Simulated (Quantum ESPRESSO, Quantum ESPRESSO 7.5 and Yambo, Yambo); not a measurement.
**AlN (F-43m): one start, several treatments of the self-energy**

Wanted: the gap of AlN (F-43m) under several approximations, with cost.

Main program and level: Quantum ESPRESSO 7.5 and Yambo 5.3.0; PBE and many-body steps on it, plane waves.

Report form: the programs' logs are mostly left out.

## Step 1: The starting structure

It takes space group F-43m (No. 216, cubic). The conventional cell has a = 4.368 Å, b = 4.368 Å, c = 4.368 Å, α = 90.00°, β = 90.00°, γ = 90.00°. Nearest to Al lie 4 N at 1.89 Å. N has 4 Al at 1.89 Å nearest. Farther neighbours and most contacts between anions are not listed.

The cell and positions are those that the Materials Project relaxed with its own functionals (PBE, PBE+U or r2SCAN), kept fixed. This is not the form that AlN usually takes at ambient conditions.

## Step 2: Empty states on the mesh, 6×6×6 mesh, 137 bands

This step: Quantum ESPRESSO 7.5; DFT, PBE, plane waves, norm-conserving pseudopotentials.

The sums over transitions need many empty states on a uniform mesh; this step solves for them.

Input file pw.in:

```
&control
  calculation = 'nscf'
  prefix = 'x'
  outdir = 'o'
  pseudo_dir = 'pseudo'
/
&system
  ibrav = 0
  nat = 2
  ntyp = 2
  ecutwfc = 72.0
  nbnd = 137
  force_symmorphic = .true.
/
&electrons
  conv_thr = 1e-9
  electron_maxstep = 80
  diago_full_acc = .true.
  diago_thr_init = 5e-6
/
ATOMIC_SPECIES
  Al 26.982 Al.upf
  N 14.007 N.upf
CELL_PARAMETERS angstrom
  -0.0000000000 2.1839935596 2.1839935596
  2.1839935596 -0.0000000000 2.1839935596
  2.1839935596 2.1839935596 -0.0000000000
ATOMIC_POSITIONS crystal
  Al 0.0000000000 0.0000000000 0.0000000000
  N 0.7500000000 0.7500000000 0.7500000000
K_POINTS automatic
  6 6 6 0 0 0
```

Started as:

```bash
$ OMP_NUM_THREADS=1 mpirun -n 8 pw.x -nk 4 -in pw.in > pw.out
```

It took 4.6 s on 8 MPI ranks of Arm Neoverse V1, shared host; peak memory 0.42 GiB; 36 s of CPU time.

This step gave:

```yaml
gap: 3.325 eV
k_of_the_valence_top: 0, 0, 0
k_of_the_conduction_bottom: 0, -0.5, -0.5
least_direct_gap: 4.192 eV
k_points_computed: 16
lowest_point_of_the_top_converged_band_above_the_valence_top: 176.4953 eV
```

On this mesh the gap is 3.325 eV.

The density comes from a self-consistent run that is not shown.

## Step 3: Conversion and set-up

This step: Yambo 5.3.0; conversion and set-up on PBE, plane waves, norm-conserving pseudopotentials.

The states are converted to the many-body program's format and the q mesh is built.

Started as:

```bash
$ (cd o/x.save; p2y > p2y.log; mv SAVE ../..); yambo > setup.log
```

Elapsed: 2.3 s, on 1 MPI rank; peak memory 0.23 GiB.

## Step 4: G0W0, Godby-Needs plasmon pole

Now the one-shot GW correction: screening in the RPA, then the self-energy of the levels asked for.

This step: G0W0 on PBE, plane waves, norm-conserving pseudopotentials.

Input file gw2.in:

```
HF_and_locXC
gw0
dyson
ppa
em1d
rim_cut
RandQpts= 1000000
RandGvec= 1 RL
EXXRLvcs= 72 Ry
VXCRLvcs= 288 Ry
Chimod= "HARTREE"
% BndsRnXp
 1 | 58 |
%
NGsBlkXp= 10.5 Ry
% LongDrXp
 1 | 1 | 1 |
%
% GbndRnge
 1 | 58 |
%
DysSolver= "n"
ExtendOut
PPAPntXp= 27.21138 eV
% QPkrange
 1 | 1 | 3 | 6 |
 13 | 13 | 3 | 6 |
%
```

Started as:

```bash
$ OMP_NUM_THREADS=1 mpirun -n 8 yambo -F gw2.in -J gw2 -C gw2 > gw2.log
```

Run time: 23 s. Hardware: 8 MPI ranks; peak memory 2.4 GiB.

This step gave:

```yaml
g0w0_gap_on_the_points_computed: 4.396 eV
starting_gap_on_the_mesh: 3.325 eV
k_of_the_valence_top: 0, 0, 0
k_of_the_conduction_bottom: 0, -0.5, -0.5
least_direct_g0w0_gap_on_the_computed_points: 5.525 eV
z_at_the_valence_top: 0.7929
z_at_the_conduction_bottom: 0.8394
```

The gap on the mesh goes from 3.32 eV to 4.40 eV, a correction of +1.07 eV.

## Step 5: One-shot COHSEX

This step: one-shot COHSEX on PBE, plane waves, norm-conserving pseudopotentials.

Input file gw4.in:

```
HF_and_locXC
gw0
dyson
cohsex
em1s
rim_cut
RandQpts= 1000000
RandGvec= 1 RL
EXXRLvcs= 72 Ry
VXCRLvcs= 288 Ry
Chimod= "HARTREE"
% BndsRnXs
 1 | 58 |
%
NGsBlkXs= 10.5 Ry
% LongDrXs
 1 | 1 | 1 |
%
% GbndRnge
 1 | 58 |
%
DysSolver= "n"
ExtendOut
% QPkrange
 1 | 1 | 3 | 6 |
 13 | 13 | 3 | 6 |
%
```

Started as:

```bash
$ OMP_NUM_THREADS=1 mpirun -n 8 yambo -F gw4.in -J gw4 -C gw4 > gw4.log
```

It took 16 s on 8 MPI ranks; peak memory 2.3 GiB.

Numbers from this step:

| Quantity | Value |
| --- | --- |
| quasiparticle gap on the points computed | 5.703 eV |
| starting gap on the mesh | 3.325 eV |
| k of the valence top | 0, 0, 0 |
| k of the conduction bottom | 0, -0.5, -0.5 |
| least direct quasiparticle gap on the computed points | 6.860 eV |
| Z at the valence top | 1 |
| Z at the conduction bottom | 1 |

Against G0W0 in Yambo (6×6×6 mesh, 58 bands, screening to 142.9 eV, Godby-Needs plasmon pole), the gap moves by +1.307 eV.

## Step 6: One-shot Hartree-Fock

This step: one-shot Hartree-Fock on PBE, plane waves, norm-conserving pseudopotentials.

Input file gw5.in:

```
HF_and_locXC
rim_cut
RandQpts= 1000000
RandGvec= 1 RL
EXXRLvcs= 72 Ry
VXCRLvcs= 288 Ry
% QPkrange
 1 | 1 | 3 | 6 |
 13 | 13 | 3 | 6 |
%
```

Started as:

```bash
$ OMP_NUM_THREADS=1 mpirun -n 8 yambo -F gw5.in -J gw5 -C gw5 > gw5.log
```

Elapsed: 2.7 s, on 8 MPI ranks; peak memory 2.2 GiB; 21 s of CPU time.

This step gave:

```
quasiparticle gap on the mesh                         : 11.42 eV
starting gap on the mesh                              : 3.325 eV
k of the valence top                                  : 0, 0, 0
k of the conduction bottom                            : 0, -0.5, -0.5
least direct quasiparticle gap on the computed points : 12.57 eV
```

Against G0W0 in Yambo (6×6×6 mesh, 58 bands, screening to 142.9 eV, Godby-Needs plasmon pole), the gap moves by +7.028 eV.

## Step 7: Side by side

Times are wall times on 8 MPI ranks of Arm Neoverse V1, shared host, good to a factor of about two.

```
                           run   mesh  bands  screening cutoff (eV)  DFT gap (eV)  gap on the mesh (eV)  direct (eV)   time
G0W0, Godby-Needs plasmon pole  6×6×6     58                  142.9         3.325                 4.396        5.525   23 s
               one-shot COHSEX  6×6×6     58                  142.9         3.325                 5.703        6.860   16 s
         one-shot Hartree-Fock  6×6×6      -                      -         3.325                11.424       12.570  2.7 s
```

## Step 8: What came out

```yaml
g0w0_godby_needs_plasmon_pole: 4.396 eV
one_shot_cohsex: 5.703 eV
one_shot_hartree_fock: 11.424 eV
known_limits: not at the basis limit
```

One-shot COHSEX: +1.307 eV against G0W0, Godby-Needs plasmon pole. One-shot Hartree-Fock: +7.028 eV against G0W0, Godby-Needs plasmon pole. Bare exchange alone opens the gap to 11.42 eV; against G0W0, correlation takes back 7.03 eV. Static COHSEX lies above G0W0: it lacks the factor Z and overstates the Coulomb hole of the filled states. Bands and cutoff are finite, so the gap is not at the basis limit. The miss can reach some tenths of an eV and take either sign; the mesh is an error of its own.

[Paths, hosts, dates, memory and timing lines, banners, echoed tables and standing remarks are left out of the program output.]

[Logs are printed without paths, hosts, clocks, repeated set-up lines and the standing remarks that a program may print on its own settings, such as how far it seeks lower states.]

[Runs of the session that timed out or met a known fault of the program may be left out.]

[Hosts, paths, dates, database ids (printed as entryN), source tags and the programs' standing remarks are cut or masked in the printed files.]
